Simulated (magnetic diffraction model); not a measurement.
## Which magnetic order? CrPH₂O₅

Space group C2/c (no. 15), a = 6.8340 Å, b = 7.5680 Å, c = 7.2540 Å, β = 111.77°.

```csv
site,atom,x,y,z
4c,Cr,1/4,3/4,1/2
4e,P,1/2,0.0722,3/4
4e,O,1/2,0.6086,3/4
8f,O,0.2861,0.0495,0.1588
8f,O,0.4708,0.8033,0.4181
8f,H,0.0755,0.0405,0.6946
```

The compound is invented for this exercise: a known structure type with other elements, its cell scaled to their sizes and not relaxed.

Only Cr is taken to order (form factors of Cr3+); orders and moment sizes are assumed, and not adapted to the symmetry. Radiation: neutrons of λ = 4.2 Å, 5° to 80°; isotropic B of 0.61 Å² (Cr), 0.53 Å² (P), 0.69 Å² (O) and 0.74 Å² (H). Simulated constant-wavelength pattern: nuclear and magnetic terms add, the magnetic one as |2.695 fm × Σ f S⊥ exp(2πi Q·r) exp(−B s²)|², summed over all Q at one angle with the factor 1/(sin²θ cos θ). For collinear order S is the moment m, which repeats by lattice and centring translations R with the sign exp(−2πi k·R). Free-ion form factors, Sears's scattering lengths of 1992, no absorption; a label names one of the reflections at its angle. The strongest nuclear line in the range is 100, and lines under 0.2 are left out.

Above the ordering temperature:

```
2θ (°)     index      I
 51.17   (1 1 0)  100.0
 54.15  (1 1 -1)    4.2
 67.42   (0 2 0)    6.0
 73.76   (1 1 1)   53.8
 79.07   (0 2 1)    5.7
```

Below it (cell unchanged):

```tsv
2θ (°)	I
36.33	3.9
51.17	127.8
54.15	4.2
67.42	6.0
73.76	53.8
76.36	4.8
79.07	14.7
```

**Question.** Find the propagation vector, then choose among these models:
A. collinear moments along [100], 2.79 μB on Cr; signs + at (1/4, 3/4, 1/2), − at (1/4, 1/4, 0)
B. collinear moments along [100], 2.79 μB on Cr; signs + at (1/4, 3/4, 1/2), + at (1/4, 1/4, 0)
C. collinear moments along [001], 2.79 μB on Cr; signs + at (1/4, 3/4, 1/2), − at (1/4, 1/4, 0)
D. collinear moments along [001], 2.79 μB on Cr; signs + at (1/4, 3/4, 1/2), + at (1/4, 1/4, 0)

No line moves, and magnetic intensity falls on nuclear lines such as the one at 51.17°; new lines at (0 0 1) and (2 0 -1) have whole indices that obey the lattice centring, at places with no nuclear intensity to speak of, so the magnetic cell equals the chemical primitive cell: k = 0.

Magnetic intensity, observed (below minus above) and for each model:

| 2θ (°) | index | observed | A | B | C | D |
| --- | --- | --- | --- | --- | --- | --- |
| 36.33 | (0 0 1) | 3.9 | 28.3 | <0.2 | 3.9 | <0.2 |
| 51.17 | (1 1 0) | 27.8 | 13.7 | <0.2 | 27.8 | <0.2 |
| 54.15 | (1 1 -1) | <0.2 | <0.2 | 13.4 | <0.2 | 14.7 |
| 67.42 | (0 2 0) | <0.2 | <0.2 | 7.9 | <0.2 | 7.9 |
| 73.76 | (1 1 1) | <0.2 | <0.2 | 9.7 | <0.2 | 10.1 |
| 76.36 | (2 0 -1) | 4.8 | <0.2 | <0.2 | 4.8 | <0.2 |
| 77.14 | (0 0 2) | <0.2 | <0.2 | 6.0 | <0.2 | 0.8 |
| 79.07 | (0 2 1) | 9.1 | 11.5 | <0.2 | 9.1 | <0.2 |

Model C matches.

The structure used: k = (0 0 0), collinear moments along [001], 2.79 μB on Cr; signs + at (1/4, 3/4, 1/2), − at (1/4, 1/4, 0).

[Logs are printed without paths, hosts, clocks, repeated set-up lines and the standing remarks that a program may print on its own settings, such as how far it seeks lower states.]
